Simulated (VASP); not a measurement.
A run of VASP 6.6.1 is set up as follows.

The input INCAR:

```
ALGO     = Normal         # electronic algorithm
EDIFF    = 1E-6           # SCF threshold, eV
EDIFFG   = -0.01          # ionic threshold
ENCUT    = 600            # plane-wave cutoff, eV
GGA      = PE             # functional
IBRION   = 2              # ionic algorithm
ISIF     = 3              # what is computed and relaxed
ISMEAR   = 0              # smearing method
IVDW     = 12             # dispersion correction
KPAR     = 4            
LASPH    = T              # aspherical terms in the spheres
LCHARG   = F              # write CHGCAR
LREAL    = F              # projectors in reciprocal space
LWAVE    = F              # write WAVECAR
NELM     = 80             # most SCF steps
NSW      = 90             # ionic steps
PREC     = Accurate       # precision mode
SIGMA    = 0.03           # smearing width, eV
```

The input KPOINTS:

```
k-points
0
Gamma
  12 12 2
```

File POSCAR:

```
GaSe
1.0
    3.7420000000      0.0000000000      0.0000000000
   -1.8710000000      3.2406670610      0.0000000000
    0.0000000000      0.0000000000     15.9190000000
Ga Se
4 4
Direct
    0.3333333333      0.6666666667      0.1770000000
    0.6666666667      0.3333333333      0.6770000000
    0.3333333333      0.6666666667      0.3230000000
    0.6666666667      0.3333333333      0.8230000000
    0.3333333333      0.6666666667      0.6000000000
    0.6666666667      0.3333333333      0.1000000000
    0.3333333333      0.6666666667      0.9000000000
    0.6666666667      0.3333333333      0.4000000000
```

Potentials or basis: VASP PAW PBE potentials, release 64 (Ga_d, Se).

Launch:

```bash
$ cat potpaw_PBE.64/Ga_d/POTCAR potpaw_PBE.64/Se/POTCAR > POTCAR
$ mpirun -np 4 vasp_std > vasp.out
```

Predict the relaxed cell.

a = 3.771 Å, b = 3.771 Å, c = 15.971 Å, α = 90.00°, β = 90.00°, γ = 120.00°.

Predict the space group after relaxing (to 0.05 Å).

P6_3/mmc (No. 194).

The path:
```
step  energy change (eV)  largest force (eV/Å)  pressure (GPa)  volume (Å³)
   1              0.0000                1.2153            1.03       193.04
   2             -0.1051                0.3865            0.37       197.38
   3             -0.1232                0.0169            0.45       196.11
   4             -0.1231                0.0246            0.51       196.05
   5             -0.1284                0.0639           -0.18       198.18
   6             -0.1284                0.0648           -0.15       198.15
   7             -0.1302                0.0166           -0.05       198.01
   8             -0.1304                0.0296           -0.02       197.94
   9             -0.1305                0.0251            0.00       197.84
  10             -0.1307                0.0337           -0.01       197.68
  11             -0.1308                0.0293           -0.02       197.62
  12             -0.1311                0.0158            0.00       197.43
  13             -0.1315                0.0123            0.01       197.05
  14             -0.1315                0.0202           -0.02       196.93
  15             -0.1315                0.0368            0.01       196.69
  16             -0.1315                0.0242           -0.01       196.87
  17             -0.1316                0.0073           -0.01       196.69
```

Zero-point motion and thermal expansion aren't in these numbers.
